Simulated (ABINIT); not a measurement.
Runs of ABINIT 10.8.3 (patched build) on SnO. Symmetry: P4/nmm, No. 129, tetragonal system. Conventional cell: a = 3.814 Å, b = 3.814 Å, c = 4.887 Å, α = 90.00°, β = 90.00°, γ = 90.00°. Sn (site symmetry 4mm) has 4 O at 2.23 Å as nearest neighbours. O (site symmetry -4m2) has 4 Sn at 2.23 Å as nearest neighbours. The cell is a database's computed one.

| level | gap on the mesh (eV) | pressure (GPa) | largest force (eV/Å) |
| --- | --- | --- | --- |
| PBEsol | 0.37 | -1.4 | 0.06 |
| LDA | 0.47 | -4.1 | 0.24 |
| RPBE | 0.38 | (c) | (d) |
| BLYP | 0.60 | (b) | 0.53 |
| AM05 | 0.41 | -0.9 | 0.02 |
| revPBE | 0.38 | (a) | 0.49 |

Alike in all rows: task band structure; potentials or basis JTH PAW PBE v2.0; no spin polarisation; cell as given; k mesh 7 × 7 × 6; cutoff (eV) 762; smearing fermi-dirac 0.05 eV.

Task: Estimate the missing entries.

Result: (a) 4.6; (b) 7.2; (c) 5.3; (d) 0.54.

Caveats: the PAW data sets were made with another functional, which shifts forces and pressure a little; spin-orbit coupling is left out, which moves the levels of the heavy elements; the mesh misses the band edges, which the band path finds closer together.

A k mesh can miss the band edges, and the runs leave out spin-orbit coupling on Sn.

Runs at the PBE level aren't shown here.
